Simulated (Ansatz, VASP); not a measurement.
## Al2Pt in VASP and in Ansatz

```xyz
3
Lattice="0.0000 2.9488 2.9488 2.9488 0.0000 2.9488 2.9488 2.9488 0.0000" Properties=species:S:1:pos:R:3 pbc="T T T"
Al    1.4744    1.4744    1.4744
Al    4.4232    4.4232    4.4232
Pt    0.0000    0.0000    0.0000
```

Alike in both runs: functional PBEsol; k mesh 12 × 12 × 12; occupations fermi-dirac, width 0.15 eV; no spin polarisation.

Ansatz relaxed the structure, and its values are those at the end. VASP's run is a single point on that final structure, the one shown.

```csv
,VASP,Ansatz
version,VASP 6.6.1,Ansatz 0.2.0
potentials or method,"VASP PAW PBE potentials, release 64 (Al, Pt)","scalar-relativistic, plane waves, PAW"
plane-wave cutoff (eV),520,420
valence electrons in the cell,16,24
```

|  | VASP | Ansatz | Ansatz less VASP |
| --- | --- | --- | --- |
| gap on the k mesh at the Fermi level (eV) | none | none | - |
| pressure (GPa) | 0.0 | 0.0 | +0.03 |

A gap of «none» marks a metal or a gap that the smearing closes. The two sets of potentials don't hold the same shells in valence.

Caveats: the PAW data sets were made with another functional, which shifts forces and pressure a little (VASP). The runs have no spin-orbit coupling, so splittings on Pt are missing.
